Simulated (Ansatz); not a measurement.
CaO (from a published structure), relaxed with r2SCAN in Ansatz: it is cubic, Fm-3m (No. 225); conventional cell a = 4.795 Å, 13.78 Å³ an atom. Around Ca lie 6 O at 2.40 Å; around O lie 6 Ca at 2.40 Å. It was then strained (isotropic on every length). Unstrained, HSE06 gives 5.312 eV (Γ → X, 6×6×6 mesh), and the band edges keep their places in every row. Stress is positive in compression. No spin polarisation; the structure comes from an open crystallographic database, the properties from the calculation.

```tsv
strain (%)	ln(V/V₀)	ΔE_g, HSE06 (eV)	Δpressure, r2SCAN (GPa)
+0.71	+0.0212	0.000	-2.37
+1.17	+0.0349	-0.002	-3.78
+4.19	+0.1231	-0.034	-11.02
```

Question: Fit ΔE_g = a x + b x² to these rows by least squares, with x = ln(V/V₀).

Answer: The normal equations take Σx² = 1.682e-02, Σx³ = 1.917e-03, Σx⁴ = 2.313e-04, ΣxΔE = -4.255e-03 and Σx²ΔE = -5.177e-04, and give a = +0.04 eV, b = -2.6 eV; the largest residual is 0.000 eV. a is the volume deformation potential of this gap.

Question: Fit the change of pressure in the same way.

Answer: Δpressure = -116.0 x + (215) x² GPa. So B₀ = 116.0 GPa and B′ ≈ 2 × 215/116.0 = 3.7; two terms over so wide a range bias B₀ by a few per cent and B′ by more; the gap's pressure coefficient at zero is −a/B₀ = 0 meV/GPa, with HSE06's a and r2SCAN's B₀.

Question: Predict the withheld row at +3.73 % (x = +0.1099).

Answer: ΔE_g ≈ +0.04 × (+0.1099) + (-2.6) × (+0.1099)² = -0.027 eV, and Δpressure ≈ -10.15 GPa. The runs give -0.026 eV and -10.12 GPa, off by +0.001 eV and +0.03 GPa.

The meshes of the hybrids are coarse, so their gaps aren't converged to the digits shown.
